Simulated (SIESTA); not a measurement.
# Zr under changes of volume

One of the cells (23.281 Å³/atom); the others are scaled copies at fixed shape and fractional positions:

```
Zr
1.0
     3.23200    0.00000    0.00000
    -1.61600    2.79899    0.00000
     0.00000    0.00000    5.14700
Zr
2
Direct
  0.66667 0.33333 0.75000
  0.33333 0.66667 0.25000
```

* Program: SIESTA 5.4.2
* Functional: LDA
* Potentials or basis: PseudoDojo 0.4 standard (LDA files)
* Basis: DZP (energy shift 0.003 Ry; two zetas on semicore shells)
* Grid cutoff: 800 Ry
* Energy shift: 0.003 Ry
* k mesh: 9 × 9 × 5
* Occupations: fermi-dirac, width 0.05 eV
* Spin: no spin polarisation

| volume (Å³/atom) | energy over the lowest point (meV/atom) | pressure (GPa) |
| --- | --- | --- |
| 21.884 | 0.00 | 0.7 |
| 22.350 | 1.15 | -1.5 |
| 22.815 | 8.32 | -3.4 |
| 23.281 | 20.97 | -5.3 |
| 23.746 | 38.68 | -6.9 |
| 24.212 | 61.00 | -8.5 |
| 24.678 | ? | ? |

Problem. What does the run at 24.678 Å³/atom give?

Solution. Energy over the lowest point 87.54 meV/atom; pressure -9.9 GPa.

Worked out: A Birch-Murnaghan fit of order 3 (a polynomial in V^(-2/3)) to the other rows has its minimum at 22.03 Å³/atom with B0 = V·E''(V) = 104 GPa and B' = 3.2 at fixed shape and positions, which overstates the stiffness. It gives 87.57 meV/atom at 24.678 Å³/atom, against the run's 87.54, and -dE/dV = -9.8 GPa, against -9.9.

Energies are extrapolated to zero smearing.

Caveats: the basis of atomic orbitals isn't converged, which shifts pressures, moduli and gaps.
